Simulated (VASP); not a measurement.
Crystal: Si.

```xyz
2
Lattice="0.0000 2.7155 2.7155 2.7155 0.0000 2.7155 2.7155 2.7155 0.0000" Properties=species:S:1:pos:R:3 pbc="T T T"
Si    0.0000    0.0000    0.0000
Si    1.3578    1.3578    1.3578
```

Base run:

```yaml
Program: VASP 6.6.1
Functional: LDA
Potentials_or_basis: VASP PAW LDA potentials, release 64 (Si)
Cutoff: 520 eV
k_mesh: 20 × 20 × 20
Occupations: fermi-dirac, width 0.02 eV
Spin: no spin polarisation
```

Its results: band gap on the k mesh 0.48 eV, indirect (least direct gap 2.52 eV); pressure -1.5 GPa.

**Question.** After a change of settings the same cell gave: band gap on the k mesh 0.78 eV, indirect (least direct gap 2.76 eV); pressure 0.5 GPa. Which change was it?
A. functional from LDA to PBE; potentials or basis from VASP PAW LDA potentials, release 64 (Si) to VASP PAW PBE potentials, release 64 (Si)
B. functional from LDA to r2SCAN; potentials or basis from VASP PAW LDA potentials, release 64 (Si) to VASP PAW PBE potentials, release 64 (Si)
C. functional from LDA to PBEsol; potentials or basis from VASP PAW LDA potentials, release 64 (Si) to VASP PAW PBE potentials, release 64 (Si)

**Answer.** B.

Caveats: the PAW data sets were made with another functional, which shifts forces and pressure a little (some runs).
